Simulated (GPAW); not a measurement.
# Re (P6_3/mmc) in GPAW: notebook, part 2 of 2

GPAW 26.7.0.

## 3. Single point, PBE

File run.py:

```python
from ase.dft.bandgap import bandgap
from ase.io import write
from ase.spacegroup import crystal
from ase.units import GPa
from gpaw import GPAW, PW

# Re 2c
atoms = crystal(['Re'],
                basis=[[0.6666666667, 0.3333333333, 0.75]],
                spacegroup=194, setting=1,  # P6_3/mmc
                cellpar=[2.7608, 2.7608, 4.4582, 90.0, 90.0, 120.0],
                primitive_cell=True)

calc = GPAW(mode=PW(500),
            xc='PBE',
            kpts={'size': (8, 8, 4), 'gamma': True},
            occupations={'name': 'fermi-dirac', 'width': 0.05},
            nbands=26,
            convergence={'density': 1e-05, 'energy': 1e-05},
            maxiter=60,
            txt='gpaw.txt')
atoms.calc = calc
energy = atoms.get_potential_energy()
forces = atoms.get_forces()
stress = atoms.get_stress()
calc.write('gs.gpw')
write('result.traj', atoms)
print(f'Energy: {energy:.6f} eV')
print('Forces (eV/A):')
print(forces.round(4))
print('Stress (GPa):', (stress / GPa).round(3))
print('Fermi level:', round(calc.get_fermi_level(), 4), 'eV')
print(f'Gap: {bandgap(calc)[0]:.4f} eV, direct: {bandgap(calc, direct=True)[0]:.4f} eV')
```

Potentials or basis: GPAW PAW data sets (gpaw-data 1.2.1), pw.

Started as:

```console
$ OMP_NUM_THREADS=1 python run.py
```

gpaw.txt:

```text
__  _  _
 | _ |_)|_||  |
 |__||  | ||/\| - 26.7.0

Input parameters:
  mode=PW(ecut=500.0),
  convergence={'density': 1e-05, 'energy': 1e-05},
  kpts=MonkhorstPack(size=(8, 8, 4), gamma=True),
  maxiter=60,
  nbands=26,
  occupations=Occupations(name='fermi-dirac', width=0.05),
  xc=XC(name='PBE')

Diagonalizing LCAO Hamiltonian
Converting LCAO to pw mode

          Re

        Re

Atoms  # Å, Bohr magnetons
|   | symbol |         x |        y |        z |    initial magnetic moments |
|---|--------|-----------|----------|----------|-----------------------------|
| 0 |     Re |  1.380400 | 0.796974 | 3.343650 | ( 0.0000,  0.0000,  0.0000) |
| 1 |     Re | -0.000000 | 1.593949 | 1.114550 | ( 0.0000,  0.0000,  0.0000) |

Unit cell  # Å
| periodic |         x |        y |        z |  lengths |     angles |
|----------|-----------|----------|----------|----------|------------|
|      yes |  2.760800 | 0.000000 | 0.000000 | 2.760800 |  90.000000 |
|      yes | -1.380400 | 2.390923 | 0.000000 | 2.760800 |  90.000000 |
|      yes |  0.000000 | 0.000000 | 4.458200 | 4.458200 | 120.000000 |

Number of symmetries: 12
Symmetry operations  # r_c * U_cc + t_c -> r_c
|    | kind |            matrix            |
|----|------|------------------------------|
|  0 |  σ   |  1, 1, 0,  0,-1, 0,  0, 0, 1 |
|  1 |  S6  |  1, 1, 0, -1, 0, 0,  0, 0,-1 |
|  2 |  E   |  1, 0, 0,  0, 1, 0,  0, 0, 1 |
|  3 |  C2  |  1, 0, 0, -1,-1, 0,  0, 0,-1 |
|  4 |  C2  |  0, 1, 0,  1, 0, 0,  0, 0,-1 |
|  5 |  C3  |  0, 1, 0, -1,-1, 0,  0, 0, 1 |
|  6 |  S6  |  0,-1, 0,  1, 1, 0,  0, 0,-1 |
|  7 |  σ   |  0,-1, 0, -1, 0, 0,  0, 0, 1 |
|  8 |  σ   | -1, 0, 0,  1, 1, 0,  0, 0, 1 |
|  9 |  i   | -1, 0, 0,  0,-1, 0,  0, 0,-1 |
| 10 |  C3  | -1,-1, 0,  1, 0, 0,  0, 0, 1 |
| 11 |  C2  | -1,-1, 0,  0, 1, 0,  0, 0,-1 |

BZ-sampling:
  Number of BZ points: 256
  Number of IBZ points: 35

  Monkhorst-Pack size: [8, 8, 4]
  Monkhorst-Pack shift: [0.0625, 0.0625, 0.125]

K-points  # in reciprocal-cell coordinates
|     |                                coordinates |     weight |
|-----|--------------------------------------------|------------|
|   0 | (  0.00000000,   0.00000000,   0.00000000) | 0.00390625 |
|   1 | (  0.00000000,   0.00000000,   0.25000000) | 0.00781250 |
|   2 | (  0.00000000,   0.00000000,   0.50000000) | 0.00390625 |
|   3 | (  0.12500000,   0.00000000,  -0.25000000) | 0.02343750 |
|   4 | (  0.12500000,   0.00000000,   0.00000000) | 0.02343750 |
|   5 | (  0.12500000,   0.00000000,   0.25000000) | 0.02343750 |
|   6 | (  0.12500000,   0.00000000,   0.50000000) | 0.02343750 |
|   7 | (  0.25000000,  -0.12500000,   0.00000000) | 0.02343750 |
|   8 | (  0.25000000,  -0.12500000,   0.25000000) | 0.04687500 |
|   9 | (  0.25000000,  -0.12500000,   0.50000000) | 0.02343750 |
| ... |                                            |            |
|  34 | (  0.50000000,   0.50000000,   0.50000000) | 0.01171875 |

Plane wave coefficients: 772
Cutoff: 500.0 eV

Spin-components: 1 (collinear spins)
Bands:           26
Projectors:      12
Spin-degeneracy: 2
Datatype:        complex128

Parallelization:
  kpt:    1
  domain: 1
  band:   1

Density:
  Valence electrons: 26.0
  Components: 1
  Grid points: [15 15 24]
  Charge: 0.0  # |e|

Potential:
  Grid points: [15 15 24]

species:
  Re:
    name:    Rhenium
    Z:       75.0
    valence: 13
    core:    62
    charge:  0.0  # [|e|]
    compensation charges:
      type: gauss
      rc: 0.42  # [Å]
      lmax: 2
    cutoffs:
      filter: 2.40  # [Å]
      core: 2.76  # [Å]
    projectors
    | kind |    occ | energy [eV] | rcut [Å] |
    |------|--------|-------------|----------|
    |   6s |  2.000 |      -5.924 |    1.376 |
    |   5p |  6.000 |     -47.045 |    1.376 |
    |   6p |  0.000 |      -1.325 |    1.376 |
    |   5d |  5.000 |      -5.383 |    1.307 |
    |    s |        |      21.287 |    1.376 |
    |    d |        |      21.828 |    1.307 |

    Using partial waves for Re as LCAO basis

Reference energy: -907375.111031  # eV

eigensolver:
  PPCG
  Converge bands: occupied
  niter=2

density mixing:
  MSR1-Mixer
  Pratt-step length: 0.05
  Maximum mixing coefficient: 0.75
  Old densities: 10
  SVD Regularization: 0.005
  Good broyden scale: 1.0
  Trust region scale: 1.0
  Backstep threshold: 4.0
  History deletion threshold: 6.0
  Fourier metric: weight=20.0, sigma=0.015

occupation numbers:
  Fermi-Dirac:
    width: 0.0500  # eV

poisson solver:
  ecut: 4000.0  # eV

xc functional:
  name: PBE with 2 nearest neighbor stencil

convergence criteria:
- Maximum integral of absolute [dens]ity change: 1e-05 electrons / valence electron
- Maximum [total energy] change in last 3 cyles: 1e-05 eV / valence electron
- Maximum integral of absolute [eigenst]ate change: 4e-08 eV^2 / valence electron
maximum number of iterations: 60

SCF iterations
|iter     | |      energy | eigst |  dens |
|---------|-|-------------|-------|-------|
|iter:   1| |  -23.715360 | +0.22 |       |
|iter:   2| |  -23.636812 | -2.54 | -1.21 |
|iter:   3| |  -23.259856 | -1.87 | -1.24 |
|iter:   4| |  -23.271733 | -2.88 | -1.99 |
|iter:   5| |  -23.279505 | -2.84 | -2.32 |
|iter:   6| |  -23.279555 | -4.75 | -3.54 |
|iter:   7| |  -23.279559c| -5.74 | -3.79 |
|iter:   8| |  -23.279561c| -6.64 | -4.11 |
|iter:   9| |  -23.279562c| -7.36 | -4.82 |
|iter:  10| |  -23.279562c| -7.92c| -5.52c|

Converged in 10 steps
Energy contributions relative to reference atoms: (reference = -907375.111031)

Energy contributions:
  Kinetic:           9.498427
  Coulomb:         -12.547103
  Zero:              0.126626
  External:          0.000000
  Xc:              -20.347798
  Entropy:          -0.019427
  Spinorbit:         0.000000
  ----------------------------
  Free energy:     -23.289275
  Extrapolated:    -23.279562

dipole moment: (-0.000000, -0.000000, -0.000001)  # |e|*Ang

Fermi level: 14.296
Eigenvalues  # (at kpt = [0.000, 0.000, 0.000])
| band index |      eig [eV] | occ [0-2] |
|------------|---------------|-----------|
|          0 |       -28.032 |     2.000 |
|        ... |               |           |
|          5 |       -26.794 |     2.000 |
|          6 |         4.540 |     2.000 |
|          7 |         7.776 |     2.000 |
|          8 |        12.780 |     2.000 |
|          9 |        12.780 |     2.000 |
|         10 |        12.787 |     2.000 |
[... 8 lines left out ...]
|         19 |        28.029 |     0.000 |
|         20 |        30.154 |     0.000 |
|        ... |               |           |
|         25 |        36.808 |     0.000 |

No gap
No difference between direct/indirect transitions

Forces  # eV/Ang
|        x |        y |        z |
|----------|----------|----------|
| -0.00000 |  0.00000 |  0.00001 |  # Re   0
|  0.00000 | -0.00000 | -0.00001 |  # Re   1

Stress tensor  # eV/Ang^3
|         x |         y |         z |
|-----------|-----------|-----------|
| -0.028893 |  0.000000 |  0.000000 |
|  0.000000 | -0.028893 | -0.000000 |
|  0.000000 | -0.000000 | -0.047902 |

# Writing to gs.gpw (mode='')
```

Wall time 12 s (1 thread of Arm Neoverse V2, shared host); peak memory 0.14 GiB.

What came out:

| Item | Value |
| --- | --- |
| Free energy | -23.2893 eV |
| Pressure | 5.6 GPa |
| Band gap on the k mesh | none (metal or under the smearing width) |

Caveat: the cutoff is short for stress and forces, so pressures can be off by a GPa or more.

## 4. Relaxation of cell and atoms, SCAN+D3(BJ)

File run.py:

```python
from ase.calculators.mixing import SumCalculator
from ase.filters import FrechetCellFilter
from ase.io import read, write
from ase.optimize import FIRE
from dftd3.ase import DFTD3
from gpaw import GPAW, PW

atoms = read('Re.xyz')

calc = GPAW(mode=PW(600),
            xc='MGGA_X_SCAN+MGGA_C_SCAN',
            kpts={'size': (8, 8, 4), 'gamma': True},
            occupations={'name': 'fermi-dirac', 'width': 0.05},
            nbands=26,
            convergence={'density': 1e-05, 'energy': 1e-05},
            maxiter=150,
            txt='gpaw.txt')
atoms.calc = SumCalculator([calc, DFTD3(method='scan', damping='d3bj')])
opt = FIRE(FrechetCellFilter(atoms), trajectory='relax.traj', logfile='-')
done = opt.run(fmax=0.05, steps=60)
calc.write('gs.gpw')
write('result.traj', atoms)
print('Converged:', done)
print('Cell:', atoms.cell.cellpar().round(4))
print('Volume:', round(atoms.get_volume(), 4))
print(atoms.get_scaled_positions().round(5))
```

File Re.xyz:

```xyz
2
Lattice="2.7608000000 0.0000000000 0.0000000000 -1.3804000000 2.3909229348 0.0000000000 0.0000000000 0.0000000000 4.4582000000" Properties=species:S:1:pos:R:3 pbc="T T T"
Re     1.3804000001      0.7969743115      3.3436500000
Re    -0.0000000001      1.5939486233      1.1145500000
```

Potentials or basis: GPAW PAW data sets (gpaw-data 1.2.1), pw.

Started as:

```console
$ OMP_NUM_THREADS=1 python run.py
```

gpaw.txt:

```text
__  _  _
 | _ |_)|_||  |
 |__||  | ||/\| - 26.7.0

Input parameters:
  mode=PW(ecut=600.0),
  convergence={'density': 1e-05, 'energy': 1e-05},
  kpts=MonkhorstPack(size=(8, 8, 4), gamma=True),
  maxiter=150,
  nbands=26,
  occupations=Occupations(name='fermi-dirac', width=0.05),
  xc=XC(name='MGGA_X_SCAN+MGGA_C_SCAN')

Diagonalizing LCAO Hamiltonian
Converting LCAO to pw mode

          Re

        Re

Atoms  # Å, Bohr magnetons
|   | symbol |         x |        y |        z |    initial magnetic moments |
|---|--------|-----------|----------|----------|-----------------------------|
| 0 |     Re |  1.380400 | 0.796974 | 3.343650 | ( 0.0000,  0.0000,  0.0000) |
| 1 |     Re | -0.000000 | 1.593949 | 1.114550 | ( 0.0000,  0.0000,  0.0000) |

Unit cell  # Å
| periodic |         x |        y |        z |  lengths |     angles |
|----------|-----------|----------|----------|----------|------------|
|      yes |  2.760800 | 0.000000 | 0.000000 | 2.760800 |  90.000000 |
|      yes | -1.380400 | 2.390923 | 0.000000 | 2.760800 |  90.000000 |
|      yes |  0.000000 | 0.000000 | 4.458200 | 4.458200 | 120.000000 |

Number of symmetries: 12
Symmetry operations  # r_c * U_cc + t_c -> r_c
|    | kind |            matrix            |
|----|------|------------------------------|
|  0 |  σ   |  1, 1, 0,  0,-1, 0,  0, 0, 1 |
|  1 |  S6  |  1, 1, 0, -1, 0, 0,  0, 0,-1 |
|  2 |  E   |  1, 0, 0,  0, 1, 0,  0, 0, 1 |
|  3 |  C2  |  1, 0, 0, -1,-1, 0,  0, 0,-1 |
|  4 |  C2  |  0, 1, 0,  1, 0, 0,  0, 0,-1 |
|  5 |  C3  |  0, 1, 0, -1,-1, 0,  0, 0, 1 |
|  6 |  S6  |  0,-1, 0,  1, 1, 0,  0, 0,-1 |
|  7 |  σ   |  0,-1, 0, -1, 0, 0,  0, 0, 1 |
|  8 |  σ   | -1, 0, 0,  1, 1, 0,  0, 0, 1 |
[... 111 lines left out ...]
SCF iterations
|iter     | |      energy | eigst |  dens |
|---------|-|-------------|-------|-------|
|iter:   1| |  -96.713828 | +0.32 |       |
|iter:   2| |  -95.260646 | -1.53 | -1.18 |
|iter:   3| |  -94.842998 | -1.87 | -1.23 |
|iter:   4| |  -94.818718 | -1.79 | -1.68 |
|iter:   5| |  -94.839064 | -2.57 | -2.17 |
|iter:   6| |  -94.838013 | -3.11 | -2.55 |
|iter:   7| |  -94.838330 | -4.32 | -3.19 |
|iter:   8| |  -94.838271 | -4.75 | -3.36 |
|iter:   9| |  -94.838295c| -5.75 | -4.29 |
|iter:  10| |  -94.838296c| -6.59 | -4.57 |
|iter:  11| |  -94.838304c| -7.26 | -5.09c|
|iter:  12| |  -94.838305c| -8.11c| -5.49c|

[... 263 lines left out ...]
No gap
No difference between direct/indirect transitions

Stress tensor  # eV/Ang^3
|        x |         y |         z |
|----------|-----------|-----------|
| 0.028865 |  0.000000 |  0.000000 |
| 0.000000 |  0.028865 | -0.000000 |
| 0.000000 | -0.000000 |  0.007343 |

Forces  # eV/Ang
|       x |       y |        z |
|---------|---------|----------|
| 0.00000 | 0.00000 |  0.00014 |  # Re   0
| 0.00000 | 0.00000 | -0.00014 |  # Re   1

Interpolating wave functions to new cell

          Re

        Re

Atoms  # Å, Bohr magnetons
|   | symbol |         x |        y |        z |    initial magnetic moments |
|---|--------|-----------|----------|----------|-----------------------------|
| 0 |     Re |  1.360714 | 0.785609 | 3.314718 | ( 0.0000,  0.0000,  0.0000) |
| 1 |     Re | -0.000000 | 1.571218 | 1.104907 | ( 0.0000,  0.0000,  0.0000) |

Unit cell  # Å
| periodic |         x |         y |         z |  lengths |     angles |
|----------|-----------|-----------|-----------|----------|------------|
|      yes |  2.721429 | -0.000000 | -0.000000 | 2.721429 |  90.000000 |
|      yes | -1.360714 |  2.356827 |  0.000000 | 2.721429 |  90.000000 |
|      yes | -0.000000 |  0.000000 |  4.419626 | 4.419626 | 120.000000 |

Number of symmetries: 12
Symmetry operations  # r_c * U_cc + t_c -> r_c
|    | kind |            matrix            |
|----|------|------------------------------|
|  0 |  σ   |  1, 1, 0,  0,-1, 0,  0, 0, 1 |
|  1 |  S6  |  1, 1, 0, -1, 0, 0,  0, 0,-1 |
|  2 |  E   |  1, 0, 0,  0, 1, 0,  0, 0, 1 |
|  3 |  C2  |  1, 0, 0, -1,-1, 0,  0, 0,-1 |
|  4 |  C2  |  0, 1, 0,  1, 0, 0,  0, 0,-1 |
|  5 |  C3  |  0, 1, 0, -1,-1, 0,  0, 0, 1 |
|  6 |  S6  |  0,-1, 0,  1, 1, 0,  0, 0,-1 |
|  7 |  σ   |  0,-1, 0, -1, 0, 0,  0, 0, 1 |
|  8 |  σ   | -1, 0, 0,  1, 1, 0,  0, 0, 1 |
[... 194 lines left out ...]
Atoms  # Å, Bohr magnetons
|   | symbol |         x |        y |        z |    initial magnetic moments |
|---|--------|-----------|----------|----------|-----------------------------|
| 0 |     Re |  1.361159 | 0.785866 | 3.316322 | ( 0.0000,  0.0000,  0.0000) |
| 1 |     Re | -0.000000 | 1.571731 | 1.105442 | ( 0.0000,  0.0000,  0.0000) |

Unit cell  # Å
| periodic |         x |         y |         z |  lengths |     angles |
|----------|-----------|-----------|-----------|----------|------------|
|      yes |  2.722318 | -0.000000 | -0.000000 | 2.722318 |  90.000000 |
|      yes | -1.361159 |  2.357597 |  0.000000 | 2.722318 |  90.000000 |
|      yes | -0.000000 |  0.000000 |  4.421764 | 4.421764 | 120.000000 |

Number of symmetries: 12
Symmetry operations  # r_c * U_cc + t_c -> r_c
|    | kind |            matrix            |
|----|------|------------------------------|
|  0 |  σ   |  1, 1, 0,  0,-1, 0,  0, 0, 1 |
|  1 |  S6  |  1, 1, 0, -1, 0, 0,  0, 0,-1 |
|  2 |  E   |  1, 0, 0,  0, 1, 0,  0, 0, 1 |
|  3 |  C2  |  1, 0, 0, -1,-1, 0,  0, 0,-1 |
|  4 |  C2  |  0, 1, 0,  1, 0, 0,  0, 0,-1 |
|  5 |  C3  |  0, 1, 0, -1,-1, 0,  0, 0, 1 |
|  6 |  S6  |  0,-1, 0,  1, 1, 0,  0, 0,-1 |
|  7 |  σ   |  0,-1, 0, -1, 0, 0,  0, 0, 1 |
|  8 |  σ   | -1, 0, 0,  1, 1, 0,  0, 0, 1 |
[... 837 lines left out ...]
Forces  # eV/Ang
|        x |        y |        z |
|----------|----------|----------|
| -0.00000 |  0.00000 |  0.00005 |  # Re   0
|  0.00000 | -0.00000 | -0.00005 |  # Re   1

# Writing to gs.gpw (mode='')
```

stdout:

```text
Step          Energy          fmax
FIRE:    0      -95.181892        1.137234
FIRE:    1      -95.205431        0.593338
FIRE:    2      -95.210816        0.386918
FIRE:    3      -95.211556        0.342421
FIRE:    4      -95.212735        0.258580
FIRE:    5      -95.213713        0.146588
FIRE:    6      -95.214145        0.046855
Converged: True
Cell: [  2.7284   2.7284   4.4377  90.      90.     120.    ]
Volume: 28.6091
[[0.66667 0.33333 0.75   ]
 [0.33333 0.66667 0.25   ]]
```

It took 5.2 min on 1 thread of Arm Neoverse V2, shared host; peak memory 0.88 GiB.

What came out:

```
Free energy                            : -95.2210 eV
Relaxed volume                         : 14.30 Å³/atom
Relaxed cell                           : a = 2.728 Å, b = 2.728 Å, c = 4.438 Å, α = 90.00°, β = 90.00°, γ = 120.00°
Space group after relaxing (to 0.05 Å) : P6_3/mmc (No. 194)
Energy gained by relaxing              : 16.1 meV/atom
Ionic steps                            : 7
Pressure after relaxing                : -0.3 GPa
Band gap on the k mesh                 : none (metal or under the smearing width)
Dispersion energy per atom             : -0.177 eV
```

Step by step:
```csv
step,energy change (eV),largest force (eV/Å),pressure (GPa),volume (Å³)
1,0.0000,0.0001,-10.93,29.43
2,-0.0235,0.0001,-5.41,28.99
3,-0.0289,0.0000,3.43,28.35
4,-0.0297,0.0000,2.97,28.38
5,-0.0308,0.0000,2.10,28.44
6,-0.0318,0.0001,0.97,28.52
7,-0.0323,0.0000,-0.28,28.61
```

Final structure:
```cif
data_structure
_symmetry_space_group_name_H-M 'P 1'
_symmetry_Int_Tables_number 1
_cell_length_a 2.7284
_cell_length_b 2.7284
_cell_length_c 4.4377
_cell_angle_alpha 90.000
_cell_angle_beta 90.000
_cell_angle_gamma 120.000
_cell_volume 28.61
loop_
_atom_site_label
_atom_site_type_symbol
_atom_site_fract_x
_atom_site_fract_y
_atom_site_fract_z
_atom_site_occupancy
Re1 Re 0.66667 0.33333 0.75000 1
Re2 Re 0.33333 0.66667 0.25000 1
```

Caveat: later steps reuse the first step's grids; the PAW data sets were made with another functional, which shifts forces and pressure a little; pairwise dispersion overbinds metals, which lowers pressure and volume.

## 5. Summary

| task | level | potentials or basis | cell | cutoff (eV) | maxiter | optimizer | fmax | max steps | other keys | gap on the mesh (eV) | pressure (GPa) | relaxed volume (Å³/atom) |
| --- | --- | --- | --- | --- | --- | --- | --- | --- | --- | --- | --- | --- |
| relaxation of cell and atoms | revPBE | the program's PAW data sets (release 1.2.1) made for this functional, pw | relaxed | 600 | 150 | LBFGS | 0.05 eV/Å | 100 | - | none | -0.2 | 15.09 |
| single point | PBE | GPAW PAW data sets (gpaw-data 1.2.1), pw | as given | 500 | 60 | - | - | - | several, not listed | none | 5.6 | - |
| relaxation of cell and atoms | SCAN+D3(BJ) | GPAW PAW data sets (gpaw-data 1.2.1), pw | relaxed | 600 | 150 | FIRE | 0.05 eV/Å | 60 | - | none | -0.3 | 14.30 |

Alike in all rows: no spin polarisation; k mesh 8 × 8 × 4; smearing fermi-dirac 0.05 eV.

Caveats: later steps reuse the first step's grids (some runs); the cutoff is short for stress and forces, so pressures can be off by a GPa or more (some runs); the PAW data sets were made with another functional, which shifts forces and pressure a little (some runs); pairwise dispersion overbinds metals, which lowers pressure and volume (some runs).

Total energies depend on the potentials used, so only differences within one code and one set of settings carry meaning.
